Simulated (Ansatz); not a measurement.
# Sb: band structure with HSEsol

Sb:

```
Sb
1.0
    -1.57654    1.57654    2.71194
     1.57654   -1.57654    2.71194
     1.57654    1.57654   -2.71194
Sb
1
Direct
  0.00000 0.00000 0.00000
```

This isn't the form of Sb at room conditions, which is rhombohedral.

| Property | Result |
| --- | --- |
| Program | Ansatz 0.2.0 |
| Task | band structure |
| Functional | HSEsol |
| Potentials or basis | Ansatz PAW |
| Cutoff | 420 eV (not typed: the program's choice for these potentials) |
| k mesh | 6 × 6 × 6 |
| Occupations | fermi-dirac, width 0.05 eV |
| Spin | no spin polarisation |
| Path | [["G", "X", "Y", "S", "G", "Z", "S1", "N", "P", "Y1", "Z"], ["X", "P"]] |
| Points for each segment of the path | 4 |

```yaml
Pressure: -2.4 GPa
Band_gap_on_the_k_mesh: none (metal or under the smearing width)
```

Stress tensor (GPa, compression positive):
```
-1.46  0.00  0.00
 0.00 -1.46  0.00
 0.00  0.00 -4.27
```

Levels at the corners of the path, in eV from the Fermi level:
| point | band 5 | band 6 | band 7 | band 8 | band 9 | band 10 | band 11 | band 12 |
| --- | --- | --- | --- | --- | --- | --- | --- | --- |
| Γ | -32.07 | -14.83 | 4.95 | 5.78 | 5.78 | 10.33 | 11.03 | 11.60 |
| X | -32.01 | -7.66 | -5.36 | -1.53 | 0.44 | 3.50 | 4.44 | 16.34 |
| Y | -32.07 | -8.37 | -4.24 | -2.84 | -2.35 | 7.69 | 9.11 | 17.01 |
| S | -32.09 | -9.67 | -4.92 | -4.77 | 3.85 | 7.72 | 15.57 | 16.00 |
| Γ | -32.07 | -14.83 | 4.95 | 5.78 | 5.78 | 10.33 | 11.03 | 11.60 |
| Z | -32.06 | -10.64 | -6.77 | 2.08 | 2.08 | 6.12 | 6.36 | 22.08 |
| S1 | -32.09 | -9.67 | -4.92 | -4.77 | 3.85 | 7.72 | 15.57 | 16.00 |
| N | -32.07 | -10.50 | -6.93 | 1.75 | 5.70 | 6.40 | 10.86 | 11.13 |
| P | -32.01 | -7.54 | -3.94 | -3.94 | -0.97 | 7.33 | 9.17 | 9.17 |
| Y1 | -32.07 | -8.37 | -4.24 | -2.84 | -2.35 | 7.69 | 9.11 | 17.01 |
| Z | -32.06 | -10.64 | -6.77 | 2.08 | 2.08 | 6.12 | 6.36 | 22.08 |
| X | -32.01 | -7.66 | -5.36 | -1.53 | 0.44 | 3.50 | 4.44 | 16.34 |
| P | -32.01 | -7.54 | -3.94 | -3.94 | -0.97 | 7.33 | 9.17 | 9.17 |

Wall time 42 s on 1 × NVIDIA H100 80GB HBM3 with 2 threads of AMD EPYC 7R13 Processor (Zen 3), on a shared host, peak memory 1.7 GiB.

Caveat: the k mesh is coarse (spacing up to 0.47 Å⁻¹), so the values aren't converged, least of all with exact exchange; spin-orbit coupling is left out, which moves the levels of the heavy elements; the PAW data sets come from PBE, with cores solved anew for the run's functional, which leaves a small shift of forces and pressure; the thresholds are loose for stress.
